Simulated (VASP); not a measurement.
Runs of VASP 6.6.1 on CoO. Symmetry: I4/mmm, No. 139, tetragonal system. The conventional cell has a = 3.016 Å, b = 3.016 Å, c = 4.215 Å, α = 90.00°, β = 90.00°, γ = 90.00°. Co (site symmetry 4/mmm) is surrounded by 6 O at 2.11 to 2.13 Å. O (site symmetry 4/mmm) is surrounded by 6 Co at 2.11 to 2.13 Å. 

```csv
share of exact exchange,gap on the mesh (eV),pressure (GPa),moment (μB)
0.3,2.45,-1.8,3.00
0.25,none,(a),3.00
0.15,none,-3.3,3.00
0.1,none,-1.8,3.00
0.2,none,-4.5,3.00
```

Alike in all rows: task single point; level PBE0(alpha); potentials or basis VASP PAW PBE potentials, release 64 (Co, O); spin collinear, ferromagnetic start; cell as given; k mesh 6 × 6 × 6; cutoff (eV) 520; smearing fermi-dirac 0.05 eV; the mesh is coarse, so values aren't converged.

**Question.** Estimate the missing entries.

**Answer.** (a) -5.8.

Caveats: all runs use coarse meshes; the PAW data sets were made with another functional, which shifts forces and pressure a little; a cell with one magnetic atom can't hold antiferromagnetic order, which such compounds often take.

A k mesh can miss the band edges.

A gap of «none» marks a metal or a gap under the smearing width.
